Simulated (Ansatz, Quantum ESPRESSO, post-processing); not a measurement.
# Band offsets of the BAs/BeS(110) superlattice, 5 + 5 layers, a = 4.748 Å, part 6 of 7

How do the band edges meet in the BAs/BeS(110) superlattice, 5 + 5 layers, a = 4.748 Å?

Quantum ESPRESSO 7.5; plane-wave DFT, LDA, GBRV ultrasoft pseudopotentials; cross-check by Ansatz 0.2.0 with PAW datasets.

So far. Step 10 (Macroscopic average of bulk BeS): In a crystal the running mean should be flat; that of average.x keeps a ripple of 0.22 eV. The line-up therefore uses an exact Fourier window on the same potential. Step 11 (Self-consistent run of the superlattice): The run needed 11 iterations to bring the estimated error under 1e-07 Ry; the largest force on any atom, held or free, is 1.19 eV/Å.

## Step 14: Projected density of states

projwfc.x splits the states by atom and orbital; the spilling says how much the atomic basis misses.

File pdos.in:

```
&projwfc
  prefix = 'ab'
  outdir = './out'
  filpdos = 'pdos'
  Emin = 5.742
  Emax = 12.742
  DeltaE = 0.05
  ngauss = 0
  degauss = 0.006
/
```

The run is started by

```
$ OMP_NUM_THREADS=1 mpirun -n 4 projwfc.x -in pdos.in > pdos.out
```

Numbers of over 12 decimals in the logs are rounded to 6 here.

What it wrote:

```text
[banner, memory and clock lines left out]
Program PROJWFC v.7.5 starts

          URL

     ./out/ab.save/

     IMPORTANT: XC functional enforced from input :
     Exchange-correlation= PZ
                           (   1   1   0   0   0   0   0)
     Any further DFT definition will be discarded
     Please, verify this is what you really want

     Gaussian broadening (read from input): ngauss,degauss=   0    0.006000

     Calling projwave ....
     one sub-group per band group will be used

     linear algebra parallelized on   4 procs

  Problem Sizes
  natomwfc =           85
  nx       =           43
  nbnd     =           54
  nkstot   =           20
  npwx     =         2001
  nkb      =          290

     Atomic states used for projection
     (read from pseudopotential files):

     state #   1: atom   1 (B  ), wfc  1 (l=0 m= 1)
     state #   2: atom   1 (B  ), wfc  2 (l=1 m= 1)
     state #   3: atom   1 (B  ), wfc  2 (l=1 m= 2)
     state #   4: atom   1 (B  ), wfc  2 (l=1 m= 3)
     state #   5: atom   2 (As ), wfc  1 (l=0 m= 1)
     state #   6: atom   2 (As ), wfc  2 (l=1 m= 1)
     state #   7: atom   2 (As ), wfc  2 (l=1 m= 2)
     state #   8: atom   2 (As ), wfc  2 (l=1 m= 3)
     state #   9: atom   3 (B  ), wfc  1 (l=0 m= 1)
     state #  10: atom   3 (B  ), wfc  2 (l=1 m= 1)
     state #  11: atom   3 (B  ), wfc  2 (l=1 m= 2)
     state #  12: atom   3 (B  ), wfc  2 (l=1 m= 3)
     state #  13: atom   4 (As ), wfc  1 (l=0 m= 1)
     state #  14: atom   4 (As ), wfc  2 (l=1 m= 1)
     state #  15: atom   4 (As ), wfc  2 (l=1 m= 2)
     state #  16: atom   4 (As ), wfc  2 (l=1 m= 3)
     state #  17: atom   5 (B  ), wfc  1 (l=0 m= 1)
     state #  18: atom   5 (B  ), wfc  2 (l=1 m= 1)
     state #  19: atom   5 (B  ), wfc  2 (l=1 m= 2)
     state #  20: atom   5 (B  ), wfc  2 (l=1 m= 3)
     state #  21: atom   6 (As ), wfc  1 (l=0 m= 1)
     state #  22: atom   6 (As ), wfc  2 (l=1 m= 1)
     state #  23: atom   6 (As ), wfc  2 (l=1 m= 2)
     state #  24: atom   6 (As ), wfc  2 (l=1 m= 3)
     state #  25: atom   7 (B  ), wfc  1 (l=0 m= 1)
     state #  26: atom   7 (B  ), wfc  2 (l=1 m= 1)
     state #  27: atom   7 (B  ), wfc  2 (l=1 m= 2)
     state #  28: atom   7 (B  ), wfc  2 (l=1 m= 3)
     state #  29: atom   8 (As ), wfc  1 (l=0 m= 1)
     state #  30: atom   8 (As ), wfc  2 (l=1 m= 1)
     state #  31: atom   8 (As ), wfc  2 (l=1 m= 2)
     state #  32: atom   8 (As ), wfc  2 (l=1 m= 3)
     state #  33: atom   9 (B  ), wfc  1 (l=0 m= 1)
     state #  34: atom   9 (B  ), wfc  2 (l=1 m= 1)
     state #  35: atom   9 (B  ), wfc  2 (l=1 m= 2)
     state #  36: atom   9 (B  ), wfc  2 (l=1 m= 3)
     state #  37: atom  10 (As ), wfc  1 (l=0 m= 1)
     state #  38: atom  10 (As ), wfc  2 (l=1 m= 1)
     state #  39: atom  10 (As ), wfc  2 (l=1 m= 2)
     state #  40: atom  10 (As ), wfc  2 (l=1 m= 3)
     state #  41: atom  11 (Be ), wfc  1 (l=0 m= 1)
     state #  42: atom  11 (Be ), wfc  2 (l=0 m= 1)
     state #  43: atom  11 (Be ), wfc  3 (l=1 m= 1)
     state #  44: atom  11 (Be ), wfc  3 (l=1 m= 2)
     state #  45: atom  11 (Be ), wfc  3 (l=1 m= 3)
     state #  46: atom  12 (S  ), wfc  1 (l=0 m= 1)
     state #  47: atom  12 (S  ), wfc  2 (l=1 m= 1)
     state #  48: atom  12 (S  ), wfc  2 (l=1 m= 2)
     state #  49: atom  12 (S  ), wfc  2 (l=1 m= 3)
     state #  50: atom  13 (Be ), wfc  1 (l=0 m= 1)
     state #  51: atom  13 (Be ), wfc  2 (l=0 m= 1)
     state #  52: atom  13 (Be ), wfc  3 (l=1 m= 1)
     state #  53: atom  13 (Be ), wfc  3 (l=1 m= 2)
     state #  54: atom  13 (Be ), wfc  3 (l=1 m= 3)
     state #  55: atom  14 (S  ), wfc  1 (l=0 m= 1)
     state #  56: atom  14 (S  ), wfc  2 (l=1 m= 1)
     state #  57: atom  14 (S  ), wfc  2 (l=1 m= 2)
     state #  58: atom  14 (S  ), wfc  2 (l=1 m= 3)
     state #  59: atom  15 (Be ), wfc  1 (l=0 m= 1)
     state #  60: atom  15 (Be ), wfc  2 (l=0 m= 1)
     state #  61: atom  15 (Be ), wfc  3 (l=1 m= 1)
     state #  62: atom  15 (Be ), wfc  3 (l=1 m= 2)
     state #  63: atom  15 (Be ), wfc  3 (l=1 m= 3)
     state #  64: atom  16 (S  ), wfc  1 (l=0 m= 1)
     state #  65: atom  16 (S  ), wfc  2 (l=1 m= 1)
     state #  66: atom  16 (S  ), wfc  2 (l=1 m= 2)
     state #  67: atom  16 (S  ), wfc  2 (l=1 m= 3)
     state #  68: atom  17 (Be ), wfc  1 (l=0 m= 1)
     state #  69: atom  17 (Be ), wfc  2 (l=0 m= 1)
     state #  70: atom  17 (Be ), wfc  3 (l=1 m= 1)
     state #  71: atom  17 (Be ), wfc  3 (l=1 m= 2)
     state #  72: atom  17 (Be ), wfc  3 (l=1 m= 3)
     state #  73: atom  18 (S  ), wfc  1 (l=0 m= 1)
     state #  74: atom  18 (S  ), wfc  2 (l=1 m= 1)
     state #  75: atom  18 (S  ), wfc  2 (l=1 m= 2)
     state #  76: atom  18 (S  ), wfc  2 (l=1 m= 3)
     state #  77: atom  19 (Be ), wfc  1 (l=0 m= 1)
     state #  78: atom  19 (Be ), wfc  2 (l=0 m= 1)
     state #  79: atom  19 (Be ), wfc  3 (l=1 m= 1)
     state #  80: atom  19 (Be ), wfc  3 (l=1 m= 2)
     state #  81: atom  19 (Be ), wfc  3 (l=1 m= 3)
     state #  82: atom  20 (S  ), wfc  1 (l=0 m= 1)
     state #  83: atom  20 (S  ), wfc  2 (l=1 m= 1)
     state #  84: atom  20 (S  ), wfc  2 (l=1 m= 2)
     state #  85: atom  20 (S  ), wfc  2 (l=1 m= 3)

[... projections of each state ...]
Lowdin Charges:

     Atom #   1: total charge =   3.4755, s =  0.9168,
     Atom #   1: total charge =   3.4755, p =  2.5587, pz=  0.7828, px=  0.8515, py=  0.9243,
     Atom #   2: total charge =   4.4629, s =  1.2238,
     Atom #   2: total charge =   4.4629, p =  3.2391, pz=  1.1529, px=  1.0782, py=  1.0079,
     Atom #   3: total charge =   3.6083, s =  0.9100,
     Atom #   3: total charge =   3.6083, p =  2.6983, pz=  0.8944, px=  0.8987, py=  0.9053,
     Atom #   4: total charge =   4.3448, s =  1.2533,
     Atom #   4: total charge =   4.3448, p =  3.0915, pz=  1.0331, px=  1.0274, py=  1.0310,
     Atom #   5: total charge =   3.6150, s =  0.9129,
     Atom #   5: total charge =   3.6150, p =  2.7021, pz=  0.8951, px=  0.8962, py=  0.9108,
     Atom #   6: total charge =   4.3460, s =  1.2541,
     Atom #   6: total charge =   4.3460, p =  3.0919, pz=  1.0349, px=  1.0329, py=  1.0241,
     Atom #   7: total charge =   3.6083, s =  0.9100,
     Atom #   7: total charge =   3.6083, p =  2.6983, pz=  0.8944, px=  0.8987, py=  0.9053,
     Atom #   8: total charge =   4.3448, s =  1.2533,
     Atom #   8: total charge =   4.3448, p =  3.0915, pz=  1.0331, px=  1.0274, py=  1.0310,
     Atom #   9: total charge =   3.4755, s =  0.9168,
     Atom #   9: total charge =   3.4755, p =  2.5587, pz=  0.7828, px=  0.8515, py=  0.9243,
     Atom #  10: total charge =   4.4629, s =  1.2238,
     Atom #  10: total charge =   4.4629, p =  3.2391, pz=  1.1529, px=  1.0782, py=  1.0079,
     Atom #  11: total charge =   4.3619, s =  2.5895,
     Atom #  11: total charge =   4.3619, p =  1.7725, pz=  0.6402, px=  0.5883, py=  0.5439,
     Atom #  12: total charge =   5.6440, s =  1.3880,
     Atom #  12: total charge =   5.6440, p =  4.2560, pz=  1.3590, px=  1.4196, py=  1.4774,
     Atom #  13: total charge =   4.2366, s =  2.5737,
     Atom #  13: total charge =   4.2366, p =  1.6629, pz=  0.5581, px=  0.5508, py=  0.5540,
     Atom #  14: total charge =   5.7397, s =  1.3627,
     Atom #  14: total charge =   5.7397, p =  4.3770, pz=  1.4606, px=  1.4578, py=  1.4586,
     Atom #  15: total charge =   4.2338, s =  2.5706,
     Atom #  15: total charge =   4.2338, p =  1.6632, pz=  0.5583, px=  0.5546, py=  0.5503,
     Atom #  16: total charge =   5.7438, s =  1.3625,
     Atom #  16: total charge =   5.7438, p =  4.3813, pz=  1.4573, px=  1.4615, py=  1.4625,
     Atom #  17: total charge =   4.2366, s =  2.5737,
     Atom #  17: total charge =   4.2366, p =  1.6629, pz=  0.5581, px=  0.5508, py=  0.5540,
     Atom #  18: total charge =   5.7397, s =  1.3627,
     Atom #  18: total charge =   5.7397, p =  4.3770, pz=  1.4606, px=  1.4578, py=  1.4586,
     Atom #  19: total charge =   4.3619, s =  2.5895,
     Atom #  19: total charge =   4.3619, p =  1.7725, pz=  0.6402, px=  0.5883, py=  0.5439,
     Atom #  20: total charge =   5.6440, s =  1.3880,
     Atom #  20: total charge =   5.6440, p =  4.2560, pz=  1.3590, px=  1.4196, py=  1.4774,
     Spilling Parameter:   0.0035
```

Run time: 2.7 s. Hardware: 4 MPI ranks of Arm Neoverse V2, shared host; peak memory 0.27 GiB.

Read from the output:

| Quantity | Value |
| --- | --- |
| spilling of the projection | 0.0035 |

The density of states has structure finer than the step of the table below, so its rows give means over 0.2 eV, whole bins alone (the curve runs from -3.00 to 2.45 eV). Peaks (eV: height): -2.85: 7.86, -1.50: 3.21, -1.15: 3.17, 1.45: 6.35, 1.80: 7.95.

Gaussian width 0.006 Ry; cut where the computed bands begin to run out. Table of density of states by energy, zero at the Fermi level; means over each step:

| energy (eV) | density of states (states/eV a cell) |
| --- | --- |
| -2.8 | 7.04 |
| -2.6 | 5.59 |
| -2.4 | 5.08 |
| -2.2 | 5.25 |
| -2.0 | 3.62 |
| -1.8 | 2.50 |
| -1.6 | 2.06 |
| -1.4 | 1.98 |
| -1.2 | 2.48 |
| -1.0 | 1.21 |
| -0.8 | 0.474 |
| -0.6 | 0.189 |
| -0.4 | 0.00667 |
| -0.2 | 0 |
| 0.0 | 0 |
| 0.2 | 0 |
| 0.4 | 0.0422 |
| 0.6 | 0.679 |
| 0.8 | 1.58 |
| 1.0 | 1.63 |
| 1.2 | 2.58 |
| 1.4 | 4.72 |
| 1.6 | 3.93 |
| 1.8 | 6.89 |
| 2.0 | 5.86 |
| 2.2 | 7.20 |

Projected DOS an atom over height of the atomic layer and energy from the Fermi level. Columns are the atomic layers from the bottom up.

Values in states/eV, 22 rows by 10 columns, each cell a mean:
```
0.458 0.402 0.348 0.402 0.458 0.332 0.281 0.278 0.281 0.332
0.379 0.264 0.235 0.264 0.379 0.276 0.215 0.175 0.215 0.276
0.426 0.234 0.292 0.234 0.427 0.314 0.260 0.252 0.260 0.314
0.276 0.189 0.175 0.189 0.276 0.172 0.128 0.100 0.128 0.172
0.238 0.185 0.172 0.185 0.238 0.154 0.149 0.103 0.149 0.154
0.103 0.072 0.102 0.072 0.103 0.076 0.094 0.081 0.094 0.076
0.082 0.061 0.069 0.061 0.082 0.081 0.085 0.082 0.085 0.081
0.028 0.020 0.024 0.020 0.028 0.034 0.039 0.040 0.039 0.034
0.000 0.000 0.000 0.000 0.000 0.001 0.001 0.001 0.001 0.001
0.000 0.000 0.000 0.000 0.000 0.000 0.000 0.000 0.000 0.000
0.000 0.000 0.000 0.000 0.000 0.000 0.000 0.000 0.000 0.000
0.000 0.001 0.001 0.001 0.000 0.000 0.000 0.000 0.000 0.000
0.010 0.021 0.027 0.021 0.010 0.002 0.001 0.001 0.001 0.002
0.054 0.048 0.053 0.048 0.054 0.029 0.015 0.010 0.015 0.029
0.188 0.202 0.211 0.202 0.188 0.077 0.027 0.016 0.027 0.077
0.168 0.169 0.150 0.169 0.168 0.062 0.023 0.014 0.023 0.062
0.157 0.154 0.145 0.154 0.157 0.063 0.018 0.009 0.018 0.063
0.250 0.245 0.253 0.245 0.250 0.103 0.042 0.021 0.042 0.103
0.474 0.334 0.339 0.334 0.474 0.173 0.065 0.029 0.065 0.173
0.394 0.384 0.430 0.384 0.394 0.152 0.084 0.061 0.084 0.152
0.416 0.434 0.418 0.434 0.416 0.187 0.152 0.127 0.152 0.187
0.517 0.445 0.417 0.446 0.517 0.272 0.180 0.159 0.180 0.272
```
Columns: height of the atomic layer (Å) from 0 to 15.1; rows upwards: energy from the Fermi level (eV) from -3.00 to 2.45.

Löwdin valence electrons by atom:

| atom | Löwdin valence electrons (e) |
| --- | --- |
| B1 | 3.48 |
| As2 | 4.46 |
| B3 | 3.61 |
| As4 | 4.34 |
| B5 | 3.62 |
| As6 | 4.35 |
| B7 | 3.61 |
| As8 | 4.34 |
| B9 | 3.48 |
| As10 | 4.46 |
| Be11 | 4.36 |
| S12 | 5.64 |
| Be13 | 4.24 |
| S14 | 5.74 |
| Be15 | 4.23 |
| S16 | 5.74 |
| Be17 | 4.24 |
| S18 | 5.74 |
| Be19 | 4.36 |
| S20 | 5.64 |

The atomic orbitals miss 0.4 % of the occupied states; for empty states the projections can miss much more.

## Step 15: The line-up

Each edge is taken over its own crystal's mean potential and then placed on the mean potential of those layers in the superlattice:

| crystal | valence top − mean (eV) | conduction bottom − mean (eV) | mean in the superlattice (eV) |
| --- | --- | --- | --- |
| BAs | -4.186 | -3.084 | 12.509 |
| BeS | 4.067 | 6.820 | 2.293 |

Valence offset = (4.067 + 2.293) − (-4.186 + 12.509) = -1.964 eV; conduction offset = -0.313 eV.

## Step 16: Cross-check with Ansatz of bulk BAs

A second code with its own PAW datasets, on the same atoms.

Level of this step: plane-wave DFT, LDA, Ansatz PAW (Ansatz 0.2.0).

File input.yaml:

```yaml
crystal:
  lattice:
    - [4.748, 0.0, 0.0]
    - [0.0, 3.3573429971, 0.0]
    - [0.0, 0.0, 3.3573429971]
  atoms:
    - { symbol: B, position: [0.0, 0.0, 0.0] }
    - { symbol: As, position: [0.25, 0.5, 0.0] }
    - { symbol: B, position: [0.5, 0.5, 0.5] }
    - { symbol: As, position: [0.75, 0.0, 0.5] }
kpoints:
  mp_grid: { grid: [6, 8, 8] }
hamiltonian:
  xc: lda
scf:
  occupations: { method: fermi_dirac, width: 0.02 }
  convergence: { dr2_threshold: 1.0e-08 }
output:
  eigenvalues: true
checkpoint:
  write: az.a.run
  compress: false
  write_wavefunctions: false
```

The run is started by

```
$ ansatz run input.yaml --threads 4 --pin off --max-ram 8192MiB --backend cpu --events-out ev --progress --plain --runs-dir out
```

What it wrote:

```text
[...]
Crystal: 4 atoms, lattice volume = 53.518 Å³
Basis set: ecut = 420 eV, 1055 PW (Γ)
Bands: 22, of which v1, the nominal top of the filled ones, is band 18 counted from 1 (17 counted from 0)
Symmetry: 16 space group operations
[...]
k-points: 60 of 384 (time reversal used)
[...]
SCF iter   1: F=—  HF=-9847.063570 eV  |F-HF|=—  |Δ(HF+E_count)|=         —  Δρ=7.10e-3  dr2=2.61e-2  ethr=1.77e-3  ⟨swp⟩=6.0  Hψ=5612  notcnv=0
[...]
SCF iter   7: F=-9847.054032 eV  HF=-9847.054032 eV  |F-HF|=2.36e-11  |Δ(HF+E_count)|=  6.40e-10  Δρ=4.97e-7  dr2=4.66e-11  ethr=2.22e-11  ⟨swp⟩=1.0  Hψ=3939  notcnv=0
SCF 1 converged in 7 iterations: F = -9847.054032 eV  dr2 = 4.66e-11
[...]
SCF converged after 7 iterations
Free energy (F): -9847.054032 eV
[...]
Internal energy: -9847.054032 eV  (E = F + TS)
E sigma→0 (E₀):  -9847.054032 eV
Fermi energy:    11.689216 eV
[...]
--- Band table (eV; the first three rows and the last of 60) ---
  k-point 0: bands = [... 14 lower, 6.9881, 11.1333, 11.1335, 11.1335, 12.4583, 12.5440, 14.4100, 14.4101]
  k-point 1: bands = [... 14 lower, 7.1428, 9.8944, 10.3656, 11.0199, 12.6592, 13.8828, 14.5959, 14.6375]
  k-point 2: bands = [... 14 lower, 7.5920, 7.8639, 8.8441, 10.6445, 13.1207, 15.0070, 15.1486, 15.9545]
  k-point 59: bands = [... 14 lower, 5.5252, 5.5252, 5.8266, 5.8266, 16.3392, 16.3392, 17.0892, 17.0892]
```

The job ended after 1.5 s (4 threads; peak memory 0.52 GiB; 5.3 s of CPU time).

Numbers from this step:

- free energy: -9847.0540 eV
- Fermi energy: 11.69 eV
- gap by band count: 1.119 eV
- symmetry operations: 16

## Step 17: The same in Ansatz of bulk BeS

input.yaml, the sections that differ from step 16:

```yaml
crystal:
  lattice:
    - [4.748, 0.0, 0.0]
    - [0.0, 3.3573429971, 0.0]
    - [0.0, 0.0, 3.3573429971]
  atoms:
    - { symbol: Be, position: [0.0, 0.0, 0.0] }
    - { symbol: S, position: [0.25, 0.5, 0.0] }
    - { symbol: Be, position: [0.5, 0.5, 0.5] }
    - { symbol: S, position: [0.75, 0.0, 0.5] }
checkpoint:
  write: az.b.run
  compress: false
  write_wavefunctions: false
# kpoints, hamiltonian, scf, output: as in step 16
```

What it wrote:

```text
[...]
Crystal: 4 atoms, lattice volume = 53.518 Å³
Basis set: ecut = 420 eV, 1055 PW (Γ)
Bands: 12, of which v1, the nominal top of the filled ones, is band 8 counted from 1 (7 counted from 0)
Symmetry: 16 space group operations
[...]
k-points: 60 of 384 (time reversal used)
[...]
SCF iter   1: F=—  HF=-1920.023624 eV  |F-HF|=—  |Δ(HF+E_count)|=         —  Δρ=4.79e-3  dr2=7.53e-3  ethr=1.77e-3  ⟨swp⟩=6.3  Hψ=4975  notcnv=0
[...]
SCF iter   6: F=-1920.021608 eV  HF=-1920.021608 eV  |F-HF|=3.82e-9  |Δ(HF+E_count)|=   9.16e-9  Δρ=2.77e-6  dr2=5.37e-9  ethr=6.25e-11  ⟨swp⟩=3.2  Hψ=2045  notcnv=0
SCF 1 converged in 6 iterations: F = -1920.021608 eV  dr2 = 5.37e-9
[...]
SCF converged after 6 iterations
Free energy (F): -1920.021608 eV
[...]
Internal energy: -1920.021608 eV  (E = F + TS)
E sigma→0 (E₀):  -1920.021608 eV
Fermi energy:    7.299053 eV
[...]
--- Band table (eV; the first three rows and the last of 60) ---
  k-point 0: bands = [... 4 lower, 3.0203, 5.9216, 5.9216, 5.9216, 8.6748, 10.6399, 11.4025, 11.4025]
  k-point 1: bands = [... 4 lower, 3.1461, 5.1081, 5.5392, 5.8677, 9.2456, 11.2976, 11.4724, 11.5514]
  k-point 2: bands = [... 4 lower, 3.5077, 3.5686, 4.6300, 5.6692, 10.0238, 11.8598, 11.9925, 12.4946]
  k-point 59: bands = [... 4 lower, 1.6435, 1.6435, 2.1944, 2.1944, 12.2716, 12.2716, 13.7717, 13.7717]
```

It took 0.82 s on 4 threads; peak memory 0.48 GiB.

Read from the output:

| Quantity | Value |
| --- | --- |
| free energy | -1920.0216 eV |
| Fermi energy | 7.299 eV |
| gap by band count | 2.753 eV |

## Step 18: Offsets by Ansatz's align-bands

Level of this step: band offsets by ansatz align-bands; plane-wave DFT, LDA, Ansatz PAW (Ansatz 0.2.0).

File align.yaml:

```yaml
offset:
  left:
    bulk: { run: az.a.run }
    window: [1.678671498537, 5.036014495611]
    period: 3.357342997074
  right:
    bulk: { run: az.b.run }
    window: [10.07202899122, 13.42937198829]
    period: 3.357342997074
  interface: { run: relax.run, axis: 3 }
```

The run is started by

```
$ ansatz align-bands align.yaml -- --threads 4 --pin off
```

What it wrote:

```text
valence offset -1.966 eV, conduction offset -0.326 eV (right less left)
  left: levels by lda on the potential of lda; from 1.68 to 5.04 Å its average varies by 0.0102 eV and climbs by -0.0000; the bulk's density to 0.00 %
  right: levels by lda on the potential of lda; from 10.07 to 13.43 Å its average varies by 0.0069 eV and climbs by -0.0000; the bulk's density to 0.00 %
  line-up -1.0354 eV
```

Run time: 7.9 s. Hardware: 4 threads.

Read from the output:

| Quantity | Value |
| --- | --- |
| valence offset | -1.966 eV |
| conduction offset | -0.3265 eV |
| step of the mean potential | -1.035 eV |
| first crystal's valence top on the superlattice's zero | 9.496 eV |
| first crystal's conduction bottom on that zero | 10.61 eV |
| second crystal's valence top on the superlattice's zero | 7.529 eV |
| second crystal's conduction bottom on that zero | 10.28 eV |

The step of the mean potential differs from pw.x's, since each set of potentials has its own local parts; only the offsets compare.

## Step 19: All levels side by side

All levels:

| level | valence offset (eV) | conduction offset (eV) | CPU time (s) |
| --- | --- | --- | --- |
| QE LDA GBRV ultrasoft | -1.964 | -0.3132 | 378.8 |
| Ansatz LDA PAW | -1.966 | -0.3265 | 57.3 |

The times are CPU seconds on a shared host, for the superlattice and both crystals; the codes use unlike cutoffs and datasets, and Ansatz's time holds its run of the superlattice.

(Continued in part 7 of 7.)

[Logs are printed without paths, hosts, clocks, repeated set-up lines and the standing remarks that a program may print on its own settings, such as how far it seeks lower states.]

[Hosts, paths, dates, database ids (printed as entryN), source tags and the programs' standing remarks are cut or masked in the printed files.]

[Maps of the electrostatic potential energy from Ansatz leave out the sawtooth potential of an applied field or a dipole correction, so their vacuum need not be flat; planar profiles and work functions include it.]
